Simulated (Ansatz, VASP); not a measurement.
## Te: VASP beside Ansatz

INCAR

```
SYSTEM = Te
PREC     = Accurate       ! precision mode
ENCUT    = 520            ! plane-wave cutoff, eV
EDIFF    = 1E-6           ! SCF threshold, eV
ISMEAR   = -1             ! smearing method
SIGMA    = 0.1            ! smearing width, eV
LREAL    = .False.        ! projectors in reciprocal space
LASPH    = .True.         ! aspherical terms in the spheres
NELM     = 80             ! most SCF steps
ALGO     = Normal         ! electronic algorithm
ISIF     = 2              ! what is computed and relaxed
LWAVE    = .False.        ! write WAVECAR
LCHARG   = .False.        ! write CHGCAR
GGA      = RP             ! functional
NBANDS   = 9              ! bands
```

File KPOINTS:

```
regular mesh
0
Gamma
  11 11 11
  0 0 0
```

POSCAR

```
Te
1.0
    3.2729353233      0.0000000000      0.0000000000
    0.0000000000      3.2729353233      0.0000000000
    0.0000000000      0.0000000000      3.2729353233
Te
1
Direct
    0.0000000000      0.0000000000      0.0000000000
```

Input for Ansatz:

```yaml
crystal:
  lattice:
    - [3.2729353233, 0.0, 0.0]
    - [0.0, 3.2729353233, 0.0]
    - [0.0, 0.0, 3.2729353233]
  atoms:
    - { symbol: Te, position: [0.0, 0.0, 0.0] }
hamiltonian:
  xc: rpbe
  pseudopotentials:
    kind: paw
    azcp:
      Te: "pseudopotentials/Te.paw.azcp"
basis:
  ecutwfc: 420
  fft_grid_basis: typed
kpoints:
  mp_grid: { grid: [11, 11, 11], shift: [0, 0, 0] }
magnetization:
  spin_polarized: false
scf:
  occupations: { method: fermi_dirac, width: 0.1 }
  lower_state_search: "off"
output:
  stress: true
```

Alike in both runs: task single point; functional RPBE; k mesh 11 × 11 × 11; occupations fermi-dirac, width 0.1 eV; no spin polarisation.

|  | VASP | Ansatz |
| --- | --- | --- |
| version | VASP 6.6.1 | Ansatz 0.2.0 |
| potentials or method | VASP PAW PBE potentials, release 64 (Te) | plane waves (420 eV) with PAW, scalar-relativistic |
| plane-wave cutoff (eV) | 520 | 420 |
| valence electrons in the cell | 6 | 16 |

```tsv
	VASP	Ansatz	Ansatz less VASP
pressure (GPa)	-1.7	-1.7	+0.07
```

The two sets of potentials don't hold the same shells in valence.

Caveats: the PAW data sets were made with another functional, which shifts forces and pressure a little (VASP). The runs have no spin-orbit coupling, so splittings on Te are missing.
